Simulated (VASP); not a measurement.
## GaP (CsCl): one PBEsol relaxation of cell and atoms in two programs

Start cell

```cif
data_structure
_symmetry_space_group_name_H-M 'P 1'
_symmetry_Int_Tables_number 1
_cell_length_a 3.2067
_cell_length_b 3.2067
_cell_length_c 3.2067
_cell_angle_alpha 90.000
_cell_angle_beta 90.000
_cell_angle_gamma 90.000
_cell_volume 32.97
loop_
_atom_site_label
_atom_site_type_symbol
_atom_site_fract_x
_atom_site_fract_y
_atom_site_fract_z
_atom_site_occupancy
Ga1 Ga 0.00000 0.00000 0.00000 1
P1 P 0.50000 0.50000 0.50000 1
```

Each program uses its own PAW datasets. VASP's cell holds 18 valence electrons and Ansatz's 18.

Cutoffs: 600 eV in VASP, 420 eV in Ansatz. k meshes: 8×8×8 and 8×8×8.

```
                                              VASP                 Ansatz
relaxed cell vector lengths  3.159, 3.159, 3.159 Å  3.157, 3.157, 3.157 Å
        relaxed cell volume               31.52 Å³               31.47 Å³
```
